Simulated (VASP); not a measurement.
**TiH: single point with PBEsol**

TiH:

```xyz
2
Lattice="0.0000 2.0897 2.0897 2.0897 0.0000 2.0897 2.0897 2.0897 0.0000" Properties=species:S:1:pos:R:3 pbc="T T T"
Ti    0.0000    0.0000    0.0000
H     2.0897    2.0897    2.0897
```

The cell comes from a database or a generator and needn't be the stable form of this composition.

```
Program                : VASP 6.6.1
Task                   : single point
Functional             : PBEsol
Potentials or basis    : VASP PAW PBE potentials, release 64 (Ti, H)
Cutoff                 : 500 eV
k mesh                 : 11 × 11 × 11
Occupations            : gaussian, width 0.1 eV
Spin                   : no spin polarisation
Further INCAR settings : ALGO = Normal; EDIFF = 1e-06; NBANDS = 10
```

The pressure is -4.1 GPa. The band gap on the k mesh is none (metal or under the smearing width).

Levels at points of the mesh, in eV from the Fermi level:
```csv
k point,band 1,band 2,band 3,band 4,band 5,band 6,band 7
"(0.00, 0.00, 0.00)",-9.43,0.67,0.67,0.67,2.14,2.14,10.75
```

Run time: 17 s on 1 thread of Intel(R) Xeon(R) Platinum 8175M CPU @ 2.50GHz (Skylake/Cascade Lake) (shared host), peak memory 0.15 GiB.

Caveat: the PAW data sets were made with another functional, which shifts forces and pressure a little.
